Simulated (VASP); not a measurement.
# SnO in VASP 6.6.1, single-point calculation

INCAR

```
LASPH = .TRUE.
LWAVE = .FALSE.
EDIFF = 1E-6
GGA = PE
IBRION = -1
ISMEAR = -1
SIGMA = 0.02
NSW = 0
NELM = 61
ISIF = 2
PREC = Accurate
LREAL = .TRUE.
NBANDS = 28
ENCUT = 520
LCHARG = .FALSE.
```

KPOINTS

```
KPOINTS created by Atomic Simulation Environment
0
Gamma
6 6 6
0 0 0
```

POSCAR

```
Sn O
 1.0000000000000000
     3.8684398229000001    0.0000000000000000    0.0000000000000000
     0.0000000000000000    3.8684398229000001    0.0000000000000000
     0.0000000000000000    0.0000000000000000    4.8535549723999996
 Sn  O
   2   2
Cartesian
  0.0000000000000000  1.9342199114500001  1.1264054007556932
  1.9342199114500001  0.0000000000000000  3.7271495716443059
  1.9342199114500001  1.9342199114500001  0.0000000000000000
 -0.0000000000000000  0.0000000000000000  0.0000000000000000
```

The recommended PBE PAW datasets give the neutral cell 40 valence electrons.

Command

```
mpirun -np 1 vasp_std
```

**Question.** Predict the outcome of this run.

**Answer.** It converged. Results: gap between bands v and c on the k mesh 0.44 eV; least direct gap on the k mesh 1.95 eV; pressure -2.1 GPa; largest force 0.53 eV/Å. Band v is the last that the valence electrons fill when counted band by band, and c is the next.

OSZICAR

```
N       E                     dE             d eps       ncg     rms          rms(c)
DAV:   1     0.418127177239E+03    0.41813E+03   -0.19948E+04  2352   0.217E+03
DAV:   2     0.367116815066E+02   -0.38142E+03   -0.36553E+03  2356   0.542E+02
DAV:   3    -0.233597410592E+02   -0.60071E+02   -0.59031E+02  2528   0.180E+02
DAV:   4    -0.262147802968E+02   -0.28550E+01   -0.28414E+01  2576   0.422E+01
DAV:   5    -0.262830767726E+02   -0.68296E-01   -0.68287E-01  2484   0.700E+00    0.117E+01
DAV:   6    -0.226041725358E+02    0.36789E+01   -0.17473E+01  3600   0.450E+01    0.501E+00
DAV:   7    -0.225813838674E+02    0.22789E-01   -0.20882E+00  2652   0.865E+00    0.249E+00
DAV:   8    -0.225695629484E+02    0.11821E-01   -0.30359E-01  2868   0.371E+00    0.819E-01
DAV:   9    -0.225614793720E+02    0.80836E-02   -0.49854E-02  3556   0.225E+00    0.248E-01
DAV:  10    -0.225628571216E+02   -0.13777E-02   -0.75645E-03  3060   0.775E-01    0.146E-01
DAV:  11    -0.225624852705E+02    0.37185E-03   -0.21539E-03  3408   0.424E-01    0.240E-02
DAV:  12    -0.225625218770E+02   -0.36607E-04   -0.28182E-04  2312   0.956E-02    0.353E-02
DAV:  13    -0.225625136984E+02    0.81786E-05   -0.49121E-05  2804   0.655E-02    0.311E-03
DAV:  14    -0.225625140166E+02   -0.31816E-06   -0.50404E-06  2448   0.138E-02
   1 F= -.22562514E+02 E0= -.22562514E+02  d E =-.184075E-06
```

These settings aren't sound, so the numbers aren't properties of the crystal.

On sound settings PBE gives a gap of 0.44 eV on its mesh and a pressure of 2.4 GPa for the intended cell.
